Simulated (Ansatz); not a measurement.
Gd in Ansatz: the effect of fixed moment

The system is Gd.

```
Gd
1.0
     3.63600    0.00000    0.00000
    -1.81800    3.14887    0.00000
     0.00000    0.00000    5.78260
Gd
2
Direct
  0.66667 0.33333 0.75000
  0.33333 0.66667 0.25000
```

Alike in all runs:

| Item | Value |
| --- | --- |
| Program | Ansatz 0.2.0 |
| Task | single point |
| Functional | PBE |
| Potentials or basis | Ansatz PAW |
| Cutoff | 420 eV (not typed: the program's choice for these potentials) |
| k mesh | 7 × 7 × 4 |
| Occupations | fermi-dirac, width 0.05 eV |
| Spin | collinear spin, ferromagnetic start |

One run gave: energy over the lowest run 44802.6 meV/atom; pressure 10.1 GPa. Which fixed moment did it use?
A. 21
B. 14
C. 17.5
D. 28
E. 3.5

D.

| fixed moment | starting moments | energy over the lowest run (meV/atom) | pressure (GPa) |
| --- | --- | --- | --- |
| 3.5 | [1.75, 1.75] μB | 4793.9 | 4.0 |
| 7 | [3.5, 3.5] μB | 3029.3 | 5.7 |
| 10.5 | [5.25, 5.25] μB | 673.9 | 3.5 |
| 14 | [7.0, 7.0] μB | 0.0 | 0.2 |
| 17.5 | [8.75, 8.75] μB | 258.6 | 2.9 |
| 21 | [10.5, 10.5] μB | 6415.8 | 3.1 |
| 28 | [14.0, 14.0] μB | 44802.6 | 10.1 |

Caveats: the total moment is fixed, so each spin has its own Fermi level; the thresholds are loose for stress.
